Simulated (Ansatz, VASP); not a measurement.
## SnSe: VASP beside Ansatz

File INCAR:

```
ALGO = Normal
EDIFF = 1E-6
ENCUT = 520
GGA = CA
ISIF = 2
ISMEAR = -1
LASPH = True
LCHARG = False
LREAL = False
LWAVE = False
NBANDS = 28
NELM = 60
PREC = Accurate
SIGMA = 0.05
```

KPOINTS

```
k-points
0
Gamma
  6 6 3
```

Contents of POSCAR:

```
SnSe
1.0
    4.2274104894      0.0000000000      0.0000000000
    0.0000000000      4.2274104894      0.0000000000
    0.0000000000      0.0000000000     10.8421510545
Sn Se
2 2
Direct
    0.0000000000      0.5000000000      0.6277708900
    0.5000000000      0.0000000000      0.3722291100
    0.0000000000      0.5000000000      0.3839605100
    0.5000000000      0.0000000000      0.6160394900
```

Contents of input.yaml:

```yaml
crystal:
  lattice:
    - [4.2274104894, 0.0, 0.0]
    - [0.0, 4.2274104894, 0.0]
    - [0.0, 0.0, 10.8421510545]
  atoms:
    - { symbol: Sn, position: [0.0, 0.5, 0.62777089] }
    - { symbol: Sn, position: [0.5, 0.0, 0.37222911] }
    - { symbol: Se, position: [0.0, 0.5, 0.38396051] }
    - { symbol: Se, position: [0.5, 0.0, 0.61603949] }
hamiltonian:
  xc: lda
  pseudopotentials: { kind: paw }
kpoints:
  mp_grid: { grid: [6, 6, 3] }
scf:
  occupations: { method: fermi_dirac, width: 0.05 }
output:
  forces: true
  stress: true
  eigenvalues: true
```

Alike in both runs: task single point; functional LDA; k mesh 6 × 6 × 3; occupations fermi-dirac, width 0.05 eV; no spin polarisation.

|  | VASP | Ansatz |
| --- | --- | --- |
| version | VASP 6.6.1 | Ansatz 0.2.0 |
| potentials or method | VASP PAW LDA potentials, release 64 (Sn_d, Se) | Ansatz PAW |
| plane-wave cutoff (eV) | 520 | 420 |
| valence electrons in the cell | 40 | 60 |

|  | VASP | Ansatz | Ansatz less VASP |
| --- | --- | --- | --- |
| gap on the k mesh at the Fermi level (eV) | 1.41 | 1.43 | +0.015 |
| least direct gap on the mesh (eV) | 1.41 | 1.43 | +0.015 |
| rms of the force components (eV/Å) | 0.090 | 0.078 | -0.0117 |

Atom by atom the forces differ by 0.015 eV/Å (rms over components). The two sets of potentials don't hold the same shells in valence.

Caveats: spin-orbit coupling is left out, which moves the levels of the heavy elements; odd divisions of the mesh miss points on the zone boundary, where band edges often lie, so the gap on the mesh can be too wide (Ansatz); the PAW data sets come from PBE, with cores solved anew for the run's functional, which leaves a small shift of forces and pressure (Ansatz).
